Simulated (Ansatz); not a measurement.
Computed with DFT r2SCAN, scalar-relativistic, plane waves, PAW (Ansatz).

Settings: cutoff 500 eV, Γ-centred mesh 16×16×6 on the computed 4-atom cell, Gaussian smearing of 0.10 eV; no spin polarisation.

Structure with the computed forces (eV/Å) in the last three columns:

```xyz
4
Lattice="2.9776 0.0000 0.0000 0.0000 2.9776 0.0000 0.0000 0.0000 7.3760" Properties=species:S:1:pos:R:3:forces:R:3 pbc="T T T" pressure_GPa=-8.18
Al    0.0000    0.0000    3.6880    0.0000    0.0000    0.0000
Al    1.4888    1.4888    1.5290    0.0000    0.0000    0.4250
Al    1.4888    1.4888    5.8470    0.0000    0.0000   -0.4250
Cu    0.0000    0.0000    0.0000    0.0000    0.0000    0.0000
```

Stress tensor (GPa, compression positive):

```
-10.37   0.00   0.00
  0.00 -10.37   0.00
  0.00   0.00  -3.79
```